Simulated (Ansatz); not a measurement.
# AlN: single point with PBE

**Measured values to compare with.**

“Self-assembly of well-separated AlN nanowires directly on sputtered metallic TiN films”, 2019, arxiv:1910.07391 quotes, for a bulk crystal of AlN at 10 K: band gap 6.034 eV (an exciton energy, a little under the gap).

Crystal: AlN.

```
Al N
1.0
     3.11300    0.00000    0.00000
    -1.55650    2.69594    0.00000
     0.00000    0.00000    4.98100
Al N
2 2
Direct
  0.66667 0.33333 0.50000
  0.33333 0.66667 0.00000
  0.66667 0.33333 0.88000
  0.33333 0.66667 0.38000
```

- Program: Ansatz 0.2.0
- Task: single point
- Functional: PBE
- Potentials or basis: Ansatz PAW
- Cutoff: 420 eV (not typed: the program's choice for these potentials)
- k mesh: 10 × 10 × 6
- Occupations: gaussian, width 0.024 eV
- Spin: no spin polarisation

```
Pressure               : 3.7 GPa
Largest force          : 0.129 eV/Å
Band gap on the k mesh : 4.21 eV, direct
```

Forces on the atoms (eV/Å):
```
Al   0.000  0.000 -0.129
Al   0.000  0.000 -0.129
N    0.000  0.000  0.129
N    0.000  0.000  0.129
```

Stress tensor (GPa, compression positive):
```
3.19 0.00 0.00
0.00 3.19 0.00
0.00 0.00 4.78
```

Levels at points of the mesh, in eV from the valence-band top:
```tsv
k point	band 5	band 6	band 7	band 8	band 9	band 10	band 11	band 12
(0.00, 0.00, 0.00)	-0.83	-0.18	-0.18	0.00	4.21	6.67	10.61	11.17
(0.00, 0.00, -0.50)	-0.51	-0.51	-0.51	-0.51	6.47	6.47	10.35	10.35
(0.00, -0.50, 0.00)	-3.32	-2.05	-1.76	-0.66	5.82	5.84	8.20	10.29
(0.00, -0.50, -0.50)	-1.43	-1.43	-1.35	-1.35	5.33	5.33	9.30	9.30
```

Run time: 4.2 s on 2 threads of Intel(R) Xeon(R) Processor @ 2.50GHz (Skylake/Cascade Lake), on a shared host, peak memory 0.35 GiB.

A measured gap of AlN is 6.034 eV (an exciton energy, a little under the gap; 10 K; quoted in “Self-assembly of well-separated AlN nanowires directly on sputtered metallic TiN films”, 2019, arxiv:1910.07391); the calculated 4.21 eV misses it by -1.82 eV. 2 values of this kind are on record (6.034 to 6.0343 eV); this one was drawn at random. The value is that of PBE on a finite k mesh, which can miss the band edges, without temperature or zero-point motion. Semilocal functionals fall short of measured gaps as a rule.

Caveat: the pressure holds a Pulay correction of +0.5 GPa for the finite cutoff.
